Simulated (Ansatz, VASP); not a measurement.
**K2Nb2O: VASP beside Ansatz**

```
K Nb O
1.0
     3.53867    0.00000    0.00000
    -1.76934    3.06458    0.00000
     0.00000    0.00000   12.49332
K Nb O
2 2 1
Direct
  0.00000 0.00000 0.32980
  0.00000 0.00000 0.67020
  0.33333 0.66667 0.93098
  0.66667 0.33333 0.06902
  0.00000 0.00000 0.00000
```

Alike in both runs: functional PBE; k mesh 6 × 6 × 2; occupations gaussian, width 0.1 eV; no spin polarisation.

Ansatz relaxed the structure, and its values are those at the end. VASP's run is a single point on that final structure, the one shown.

|  | VASP | Ansatz |
| --- | --- | --- |
| version | VASP 6.6.1 | Ansatz 0.2.0 |
| potentials or method | VASP PAW PBE potentials, release 64 (K_sv, Nb_sv, O) | scalar-relativistic, plane waves, PAW |
| plane-wave cutoff (eV) | 520 | 420 |
| valence electrons in the cell | 50 | 50 |

|  | VASP | Ansatz | Ansatz less VASP |
| --- | --- | --- | --- |
| gap on the k mesh at the Fermi level (eV) | none | none | - |
| pressure (GPa) | -0.1 | 0.0 | +0.07 |

A gap of «none» marks a metal or a gap that the smearing closes.
